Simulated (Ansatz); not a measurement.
## A defect in a wire: Mo wire along [100], 3 atoms a period, Fe in place of one Mo

Wanted: the relaxed defect and the transmission past it, beside the channels of the perfect wire.

Program: Ansatz 0.2.0. Level of theory: DFT PBE, plane waves, PAW; relaxation of a wire's period, in the first sound run; inputs show where later runs differ. Results are calculated unless marked as measured.

### 1. The structure

The cell holds 3 atoms: 3 Mo. Its edges and angles: a = 9.960 Å, b = 8.380 Å, c = 3.160 Å, α = 90.0°, β = 90.0°, γ = 90.0°. Vacuum lies along a and b. The structure's axis is c.

### 2. Relaxation of atoms and period

Band widths follow the bond lengths, so the wire is relaxed first. The atoms and the third cell vector are free; the box across stays fixed as vacuum. A Fermi-Dirac smearing is set since the result may be a metal. The pressure printed is a third of the stress's trace over the whole box, vacuum included; only the stress along the axis is relaxed.

input.yaml reads:

```yaml
crystal:
  lattice:
    - [9.96, 0.0, 0.0]
    - [0.0, 8.38, 0.0]
    - [0.0, 0.0, 3.16]
  atoms:
    - { symbol: Mo, position: [0.5, 0.405727924, 0.0] }
    - { symbol: Mo, position: [0.341365462, 0.594272076, 0.5] }
    - { symbol: Mo, position: [0.658634538, 0.594272076, 0.5] }
kpoints:
  mp_grid: { grid: [1, 1, 26] }
scf:
  occupations: { method: fermi_dirac, width: 0.05 }
hamiltonian:
  xc: pbe
relax:
  cell: { fix: [a, b, alpha, beta, gamma] }
  max_steps: 60
```

Launch:

```sh
$ ansatz run input.yaml --threads 4 --pin off --max-ram 16384MiB --backend cpu --events-out ev --progress --plain --runs-dir out
```

Numbers of over 12 decimals in the logs are rounded to 6 here.

Log:

```text
Engine: ansatz 0.2.0, aarch64-unknown-linux-gnu
Pseudopotentials: kind: paw
Pseudopotential: Mo, paw, valence charge 14, recommended cutoff 420 eV (normal), Mo.paw.azcp
Functional definition: PBE
  parameter kappa = 0.804
  parameter beta = 0.066725
  exchange = pbe_x(kappa = kappa, mu = beta*pi^2/3)
  correlation = pbe_c(beta = beta)
Crystal: 3 atoms, lattice volume = 263.749 Å³
Basis set: ecut = 420 eV, 5147 PW (Γ), exchange–correlation on 144×120×48 points (8 copies of the dense FFT grid, shifted against one another)
Bands: 26, of which v1, the nominal top of the filled ones, is band 21 counted from 1 (20 counted from 0)
Symmetry: 4 space group operations
Space group: Pmm2 (ITA 25), of the structure as read, at distance tolerance 6.4e-5 Å
k-points: 14 of 26
Non-local potential: Mo, projectors of the file, l = 0: 3, l = 1: 2, l = 2: 2, l = 3: 1
PAW form: soft (Blöchl's): semilocal exchange-correlation on the pseudo side does not see the compensation charge
PAW one-centre angular grid: Mo, 590 points (default); XC on 64 Gauss nodes
Initial density: superposition of atomic densities (neutral atoms: chi_scale 0, normalization atom), corrected by the library's trained network
Initial wavefunctions: pseudopotential atomic-orbital guess
Functional: x = pbe(κ = 0.804, μ = 0.219515), c = pbe(β = 0.066725)
SCF iter   1: F=—  HF=-14857.172184 eV  |F-HF|=—  |Δ(HF+E_count)|=         —  Δρ=9.84e-3  dr2=6.31e-1  ethr=1.77e-3  ⟨swp⟩=5.6  Hψ=1471  notcnv=0
preconditioner: auto → LDOS  [metal: Δε(μ)=0.066 eV  Ē_g=2.075 eV  σ=0.050 eV  W_gap=0.32  n_scr=28 (ndim 8)  ℏωp=9.7 eV  f_vac=0.571  D(μ)=6.13/eV (n_scr^D=32)  β→1.0]
SCF iter   2: F=—  HF=-14857.220365 eV  |F-HF|=—  |Δ(HF+E_count)|=   4.82e-2  Δρ=1.45e-2  dr2=1.89e0  ethr=1.50e-3  ⟨swp⟩=2.0  Hψ=526  notcnv=0  recentre
SCF iter   3: F=—  HF=-14857.148011 eV  |F-HF|=—  |Δ(HF+E_count)|=   7.24e-2  Δρ=5.11e-3  dr2=2.12e-1  ethr=1.50e-3  ⟨swp⟩=2.0  Hψ=542  notcnv=0
SCF iter   4: F=—  HF=-14857.140718 eV  |F-HF|=—  |Δ(HF+E_count)|=   7.29e-3  Δρ=5.70e-4  dr2=1.50e-3  ethr=5.05e-4  ⟨swp⟩=1.3  Hψ=390  notcnv=0
SCF iter   5: F=—  HF=-14857.141292 eV  |F-HF|=—  |Δ(HF+E_count)|=   5.73e-4  Δρ=3.02e-4  dr2=4.80e-4  ethr=3.57e-6  ⟨swp⟩=2.0  Hψ=494  notcnv=0
SCF iter   6: F=—  HF=-14857.141403 eV  |F-HF|=—  |Δ(HF+E_count)|=   1.12e-4  Δρ=1.09e-4  dr2=4.73e-5  ethr=1.14e-6  ⟨swp⟩=2.0  Hψ=487  notcnv=0
SCF iter   7: F=—  HF=-14857.141475 eV  |F-HF|=—  |Δ(HF+E_count)|=   7.18e-5  Δρ=3.46e-5  dr2=6.24e-6  ethr=1.13e-7  ⟨swp⟩=2.0  Hψ=491  notcnv=0
SCF iter   8: F=—  HF=-14857.141478 eV  |F-HF|=—  |Δ(HF+E_count)|=   2.52e-6  Δρ=9.59e-6  dr2=3.77e-7  ethr=1.48e-8  ⟨swp⟩=2.0  Hψ=483  notcnv=0
SCF iter   9: F=—  HF=-14857.141478 eV  |F-HF|=—  |Δ(HF+E_count)|=   2.37e-7  Δρ=4.83e-6  dr2=1.90e-7  ethr=2.38e-10  ⟨swp⟩=5.0  Hψ=1394  notcnv=0
SCF iter  10: F=-14857.141478 eV  HF=-14857.141478 eV  |F-HF|=3.19e-9  |Δ(HF+E_count)|=   1.56e-8  Δρ=1.58e-6  dr2=1.19e-8  ethr=2.38e-10  ⟨swp⟩=4.1  Hψ=1136  notcnv=0
SCF 1 converged in 10 iterations: F = -14857.141478 eV  dr2 = 1.19e-8
  greatest PAW one-centre occupation: 0.998 electrons in one spin orbital (limit 2), on the Mo atom at site 2 (counted from 0), in its partial waves of l = 0
relax step   1: F+E_penalty+E_count = -14857.14147792 eV  Δ(F+E_penalty+E_count) = +0.000e0 eV  max|allowed force component| = 4.751e0 eV/Å  Δτ_max = 0.0000 Å  P = -7.078 GPa  Ω = 263.749 Å³  fix = [a, b, alpha, beta, gamma]  reactions: a -7.659, b -4.857 GPa  (10 SCF iters, dr2 threshold 1.00e-7 eV, accepted)
Crystal: 3 atoms, lattice volume = 259.498 Å³
Basis set: ecut = 420 eV, 5055 PW (Γ), exchange–correlation on 144×120×48 points (8 copies of the dense FFT grid, shifted against one another)
Initial density: handed on by an earlier stage of this run
Initial wavefunctions: those handed on with the density
iter 1 solved again at ethr=2.28e-3 eV; its pass at ethr=3.10e-3 eV (dr2=9.56e-1 eV) is discarded
SCF iter   1: F=—  HF=-14859.353544 eV  |F-HF|=—  |Δ(HF+E_count)|=         —  Δρ=1.75e-2  dr2=9.60e-1  ethr=2.28e-3  ⟨swp⟩=1.0  Hψ=2160  notcnv=0
preconditioner: auto → LDOS  [metal: Δε(μ)=0.002 eV  Ē_g=2.866 eV  σ=0.050 eV  W_gap=0.01  n_scr=26 (ndim 8)  ℏωp=9.8 eV  f_vac=0.602  D(μ)=7.27/eV (n_scr^D=50)  β→1.0]
SCF iter   2: F=—  HF=-14859.316150 eV  |F-HF|=—  |Δ(HF+E_count)|=   3.74e-2  Δρ=7.49e-3  dr2=2.75e-1  ethr=2.28e-3  ⟨swp⟩=2.4  Hψ=601  notcnv=0
SCF iter   3: F=—  HF=-14859.284622 eV  |F-HF|=—  |Δ(HF+E_count)|=   3.15e-2  Δρ=2.77e-3  dr2=5.39e-2  ethr=6.55e-4  ⟨swp⟩=2.9  Hψ=702  notcnv=0
SCF iter   4: F=—  HF=-14859.277669 eV  |F-HF|=—  |Δ(HF+E_count)|=   6.95e-3  Δρ=9.34e-4  dr2=3.84e-3  ethr=1.28e-4  ⟨swp⟩=2.0  Hψ=558  notcnv=0
SCF iter   5: F=—  HF=-14859.277717 eV  |F-HF|=—  |Δ(HF+E_count)|=   4.83e-5  Δρ=2.38e-4  dr2=2.42e-4  ethr=9.15e-6  ⟨swp⟩=2.0  Hψ=476  notcnv=0
SCF iter   6: F=—  HF=-14859.277922 eV  |F-HF|=—  |Δ(HF+E_count)|=   2.06e-4  Δρ=1.06e-4  dr2=3.92e-5  ethr=5.77e-7  ⟨swp⟩=2.0  Hψ=493  notcnv=0
SCF iter   7: F=—  HF=-14859.277943 eV  |F-HF|=—  |Δ(HF+E_count)|=   2.05e-5  Δρ=4.62e-5  dr2=1.02e-5  ethr=9.34e-8  ⟨swp⟩=2.0  Hψ=491  notcnv=0
SCF iter   8: F=—  HF=-14859.277946 eV  |F-HF|=—  |Δ(HF+E_count)|=   3.31e-6  Δρ=1.80e-5  dr2=1.12e-6  ethr=2.43e-8  ⟨swp⟩=2.0  Hψ=413  notcnv=0
SCF iter   9: F=-14859.277947 eV  HF=-14859.277947 eV  |F-HF|=1.68e-9  |Δ(HF+E_count)|=   7.34e-7  Δρ=5.49e-6  dr2=1.34e-7  ethr=7.14e-10  ⟨swp⟩=5.0  Hψ=1340  notcnv=0
SCF 2 converged in 9 iterations: F = -14859.277947 eV  dr2 = 1.34e-7
  greatest PAW one-centre occupation: 0.999 electrons in one spin orbital (limit 2), on the Mo atom at site 1 (counted from 0), in its partial waves of l = 0
relax step   2: F+E_penalty+E_count = -14859.27794702 eV  Δ(F+E_penalty+E_count) = -2.136e0 eV  max|allowed force component| = 1.993e0 eV/Å  Δτ_max = 0.1949 Å  P = -2.814 GPa  Ω = 259.498 Å³  energy of the carried Pulay correction = +1.707e-4 eV  fix = [a, b, alpha, beta, gamma]  reactions: a -3.421, b -1.047 GPa  (9 SCF iters, dr2 threshold 3.00e-7 eV, accepted)
Crystal: 3 atoms, lattice volume = 255.021 Å³
Basis set: ecut = 420 eV, 4983 PW (Γ), exchange–correlation on 144×120×48 points (8 copies of the dense FFT grid, shifted against one another)
iter 1 solved again at ethr=2.40e-3 eV; its pass at ethr=3.10e-3 eV (dr2=1.01e0 eV) is discarded
SCF iter   1: F=—  HF=-14859.673978 eV  |F-HF|=—  |Δ(HF+E_count)|=         —  Δρ=1.79e-2  dr2=1.04e0  ethr=2.40e-3  ⟨swp⟩=1.0  Hψ=2222  notcnv=0
[...]
relax step   7: F+E_penalty+E_count = -14859.92233903 eV  Δ(F+E_penalty+E_count) = -1.129e-1 eV  max|allowed force component| = 1.318e0 eV/Å  Δτ_max = 0.0578 Å  P = -0.205 GPa  Ω = 230.471 Å³  energy of the carried Pulay correction = +1.415e-3 eV  fix = [a, b, alpha, beta, gamma]  reactions: a +0.286, b +1.456 GPa  (9 SCF iters, dr2 threshold 3.00e-7 eV, accepted)
relax step   8: F+E_penalty+E_count = -14860.26849113 eV  Δ(F+E_penalty+E_count) = -3.462e-1 eV  max|allowed force component| = 4.218e-1 eV/Å  Δτ_max = 0.1502 Å  P = -0.265 GPa  Ω = 217.602 Å³  energy of the carried Pulay correction = +2.015e-3 eV  fix = [a, b, alpha, beta, gamma]  reactions: a +0.702, b +0.015 GPa  (9 SCF iters, dr2 threshold 3.00e-7 eV, accepted)
relax step   9: F+E_penalty+E_count = -14860.30721890 eV  Δ(F+E_penalty+E_count) = -3.873e-2 eV  max|allowed force component| = 5.465e-1 eV/Å  Δτ_max = 0.0148 Å  P = +0.064 GPa  Ω = 213.670 Å³  energy of the carried Pulay correction = +2.205e-3 eV  fix = [a, b, alpha, beta, gamma]  reactions: a +0.939, b +0.021 GPa  (8 SCF iters, dr2 threshold 3.00e-7 eV, accepted)
relax step  10: F+E_penalty+E_count = -14860.22078134 eV  Δ(F+E_penalty+E_count) = +8.644e-2 eV  max|allowed force component| = 5.251e-1 eV/Å  Δτ_max = 0.0960 Å  P = +0.715 GPa  Ω = 202.322 Å³  energy of the carried Pulay correction = +2.771e-3 eV  fix = [a, b, alpha, beta, gamma]  (9 SCF iters, dr2 threshold 3.00e-7 eV, rejected (line search))
relax step  11: F+E_penalty+E_count = -14860.33857405 eV  Δ(F+E_penalty+E_count) = -3.136e-2 eV  max|allowed force component| = 4.501e-2 eV/Å  Δτ_max = 0.0488 Å  P = -0.331 GPa  Ω = 211.318 Å³  energy of the carried Pulay correction = +2.320e-3 eV  fix = [a, b, alpha, beta, gamma]  reactions: a -0.093, b -0.165 GPa  (13 SCF iters, accepted)
relax step  12: F+E_penalty+E_count = -14860.34163357 eV  Δ(F+E_penalty+E_count) = -3.060e-3 eV  max|allowed force component| = 4.633e-2 eV/Å  Δτ_max = 0.0029 Å  P = +0.098 GPa  Ω = 209.379 Å³  energy of the carried Pulay correction = +2.416e-3 eV  fix = [a, b, alpha, beta, gamma]  reactions: a +0.068, b -0.048 GPa  (7 SCF iters, dr2 threshold 3.00e-7 eV, accepted)
relax step  13: F+E_penalty+E_count = -14860.34200296 eV  Δ(F+E_penalty+E_count) = -3.694e-4 eV  max|allowed force component| = 1.580e-2 eV/Å  Δτ_max = 0.0021 Å  P = -0.060 GPa  Ω = 209.857 Å³  energy of the carried Pulay correction = +2.392e-3 eV  fix = [a, b, alpha, beta, gamma]  reactions: a -0.012, b -0.144 GPa  (6 SCF iters, dr2 threshold 1.86e-7 eV, accepted)
relax step  14: F+E_penalty+E_count = -14860.34202039 eV  Δ(F+E_penalty+E_count) = -1.743e-5 eV  max|allowed force component| = 2.512e-3 eV/Å  Δτ_max = 0.0009 Å  P = -0.042 GPa  Ω = 209.819 Å³  energy of the carried Pulay correction = +2.394e-3 eV  fix = [a, b, alpha, beta, gamma]  reactions: a -0.006, b -0.121 GPa  (5 SCF iters, dr2 threshold 1.56e-8 eV, accepted)
Basis set: ecut = 420 eV, 4105 PW (Γ), exchange–correlation on 144×120×36 points (8 copies of the dense FFT grid, shifted against one another)
Initial wavefunctions: pseudopotential atomic-orbital guess (no wavefunctions were taken with the density)
iter 1 solved again at ethr=2.90e-7 eV; its pass at ethr=3.10e-3 eV (dr2=1.22e-4 eV) is discarded
SCF iter   1: F=—  HF=-14860.340282 eV  |F-HF|=—  |Δ(HF+E_count)|=         —  Δρ=1.59e-4  dr2=6.42e-6  ethr=2.90e-7  ⟨swp⟩=4.1  Hψ=2771  notcnv=0
preconditioner: auto → LDOS  [metal: Δε(μ)=0.036 eV  Ē_g=3.208 eV  σ=0.050 eV  W_gap=0.18  n_scr=30 (ndim 8)  ℏωp=10.9 eV  f_vac=0.579  D(μ)=4.20/eV (n_scr^D=22)  β→1.0]
SCF iter   2: F=—  HF=-14860.340288 eV  |F-HF|=—  |Δ(HF+E_count)|=   6.37e-6  Δρ=2.13e-5  dr2=6.49e-7  ethr=1.53e-8  ⟨swp⟩=2.0  Hψ=661  notcnv=0
SCF iter   3: F=—  HF=-14860.340381 eV  |F-HF|=—  |Δ(HF+E_count)|=   9.25e-5  Δρ=1.04e-5  dr2=4.57e-7  ethr=1.55e-9  ⟨swp⟩=2.1  Hψ=668  notcnv=0
SCF iter   4: F=—  HF=-14860.340381 eV  |F-HF|=—  |Δ(HF+E_count)|=   5.67e-8  Δρ=2.79e-6  dr2=1.43e-8  ethr=1.09e-9  ⟨swp⟩=2.0  Hψ=476  notcnv=0
SCF iter   5: F=—  HF=-14860.340381 eV  |F-HF|=—  |Δ(HF+E_count)|=   5.93e-9  Δρ=6.61e-7  dr2=7.73e-10  ethr=3.41e-11  ⟨swp⟩=3.0  Hψ=778  notcnv=0
SCF iter   6: F=—  HF=-14860.340381 eV  |F-HF|=—  |Δ(HF+E_count)|=  6.73e-11  Δρ=2.39e-7  dr2=1.69e-10  ethr=1.84e-12  ⟨swp⟩=2.7  Hψ=736  notcnv=0
SCF iter   7: F=—  HF=-14860.340381 eV  |F-HF|=—  |Δ(HF+E_count)|=  1.27e-11  Δρ=9.53e-8  dr2=4.06e-11  ethr=1.00e-12  ⟨swp⟩=1.6  Hψ=409  notcnv=0
SCF iter   8: F=-14860.340381 eV  HF=-14860.340381 eV  |F-HF|=7.28e-12  |Δ(HF+E_count)|=  2.18e-11  Δρ=4.52e-8  dr2=9.66e-12  ethr=1.00e-12  ⟨swp⟩=7.0  Hψ=1817  notcnv=0
SCF 15 converged in 8 iterations: F = -14860.340381 eV  dr2 = 9.66e-12
relax step  15: F+E_penalty+E_count = -14860.34038063 eV  Δ(F+E_penalty+E_count) = +1.640e-3 eV  max|allowed force component| = 2.899e-3 eV/Å  Δτ_max = 0.0000 Å  P = -0.042 GPa  Ω = 209.819 Å³  fix = [a, b, alpha, beta, gamma]  reactions: a -0.005, b -0.119 GPa  stress off target by 1.41e-3 GPa on what of the cell is left free  SCF on the basis re-selected at this cell (its energy is not comparable with the rows above)  (8 SCF iters)
basis re-selected at this cell: Δ(F+E_penalty+E_count) = +1.640e-3 eV, ΔP = +0.000 GPa vs the last step (what re-selecting the basis moved, of the pressure what is left beyond the Pulay correction that the steps carried, after the strain that the cell walked since its last selection, with what the two solves' SCF thresholds leave and, on support functions, any second-order correction that the steps lacked; it is no measure of the basis error at this ecutwfc). The dense FFT grid was sized anew with the basis: this SCF ran on 72×60×18 points, the steps before it on 72×60×24, so part of this shift can come from that change (see relax.cell in the input reference). [rest of the remark cut]
SCF converged after 8 iterations
Free energy (F): -14860.340381 eV
Harris-Foulkes:  -14860.340381 eV  (|F-HF|=7.28e-12)
Internal energy: -14860.305471 eV  (E = F + TS)
E sigma→0 (E₀):  -14860.322926 eV
Entropy (-TS):   -0.034910 eV (-11.637 meV/atom)
Fermi energy:    1.595154 eV
--- Per-component energies (eV) ---
  E_band       = -962.022717
  E_kinetic    = 1323.269512
  E_local      = -12572.227835  (includes V_loc(G=0)·N_el)
  E_nonlocal   = 438.985682
  E_hartree    = 5481.502661
  E_xc         = -544.178032
  E_vxc        = -678.337912  (∫ρ·V_xc dr)
  E_paw        = -9607.139077  (= ΣΔE_a)
  E_vpaw       = -436.717812  (= ΣTr[D̂ρ^β])
  E_aug_tail   = 0.000131  (compensation charges beyond the density's cutoff)
  E_ewald      = 619.481487
  E_smearing   = -0.034910  (= −TS)
  E_closure    = 0.000000  (closes the sum)
  Σ components = -14860.340381   (vs F -14860.340381, Δ=0.00e0)
--- Forces (eV/Å), atoms counted from 1 ---
  atom   1  Mo    -0.00000000     0.00033218     0.00000000
  atom   2  Mo    -0.00289937    -0.00016453    -0.00000000
  atom   3  Mo     0.00289937    -0.00016453     0.00000000
  max |Σ_I F_I| component: 3.11e-6 eV/Å
--- Stress (GPa, compression-positive) ---
       -0.004581       0.000000      -0.000000
        0.000000      -0.119455      -0.000000
       -0.000000      -0.000000      -0.001413
  P = ⅓ Tr σ = -0.0418 GPa (-0.418 kbar)
--- Relaxed structure (14 steps of the walk, 13 accepted, 1 SCFs on fresh bases) ---
  F+E_penalty+E_count = -14860.34038063 eV   max|allowed force component| = 2.899e-3 eV/Å   (the final SCF, on the basis selected at the relaxed cell)
  cell:  # Å, volume = 209.8190 Å³
    - [9.96, 0, 0]
    - [0, 8.38, 0]
    - [0, 0, 2.513862]
  atoms:
    - { symbol: Mo, position: [0.5, 0.373677, 0.0] }
    - { symbol: Mo, position: [0.378057, 0.610297, 0.5] }
    - { symbol: Mo, position: [0.621943, 0.610297, 0.5] }
```

Elapsed: 36 s, on 4 threads of Arm Neoverse V1, shared host; peak memory 0.52 GiB.

The steps of the relaxation:

| step | energy less that of the first step (eV) | largest force component (eV/Å) | pressure (GPa) | volume (Å³) |
| --- | --- | --- | --- | --- |
| 1 | 0.0000 | 4.7514 | -7.08 | 263.75 |
| 2 | -2.1365 | 1.9926 | -2.81 | 259.50 |
| 3 | -2.4635 | 1.9862 | 1.56 | 255.02 |
| 4 | -2.6045 | 0.2222 | -0.32 | 249.68 |
| 5 | -2.6493 | 0.1641 | -0.36 | 243.03 |
| 6 | -2.6679 | 0.0595 | -0.17 | 237.54 |
| 7 | -2.7809 | 1.3183 | -0.21 | 230.47 |
| 8 | -3.1270 | 0.4218 | -0.27 | 217.60 |
| 9 | -3.1657 | 0.5465 | 0.06 | 213.67 |
| 10 | -3.0793 | 0.5251 | 0.71 | 202.32 |
| 11 | -3.1971 | 0.0450 | -0.33 | 211.32 |
| 12 | -3.2002 | 0.0463 | 0.10 | 209.38 |
| 13 | -3.2005 | 0.0158 | -0.06 | 209.86 |
| 14 | -3.2005 | 0.0025 | -0.04 | 209.82 |
| 15* | -3.1989 | 0.0029 | -0.04 | 209.82 |

Relaxation steps marked * repeat the geometry before them on a plane-wave basis chosen anew for their cell, so energy and pressure can jump there. Relaxation step 10 was tried and not accepted.

Forces are held to the 4 operations that the run works with; a distortion that breaks them can't arise in this run.

| cell as run | before | after | change |
| --- | --- | --- | --- |
| c (Å) | 3.160 | 2.514 | -20.4 % |

The atoms that moved most (Å, along periodic axes as changes of fractional coordinates times the final cell, across vacuum about the mean position):

| atom | dx | dy | dz | length |
| --- | --- | --- | --- | --- |
| Mo2 | 0.365 | 0.134 | 0.000 | 0.389 |
| Mo3 | -0.365 | 0.134 | 0.000 | 0.389 |
| Mo1 | 0.000 | -0.269 | 0.000 | 0.269 |

Final coordinates:

```xyz
3
Lattice="9.9600 0.0000 0.0000 0.0000 8.3800 0.0000 0.0000 0.0000 2.5139" Properties=species:S:1:pos:R:3
Mo    4.9800    3.1314    0.0000
Mo    3.7654    5.1143    1.2569
Mo    6.1946    5.1143    1.2569
```

Numbers from this step:

- energy at zero smearing: -14860.3229 eV
- cell length along the wire: 2.514 Å

The cell's length comes to 2.514 Å with spin left out. That is -20 % against the start, more than a small adjustment.

(Part 1 of 4 ends here.)

[Logs are printed without paths, hosts, clocks, repeated set-up lines and the standing remarks that a program may print on its own settings, such as how far it seeks lower states.]

[Hosts, paths, dates, database ids (printed as entryN), source tags and the programs' standing remarks are cut or masked in the printed files.]
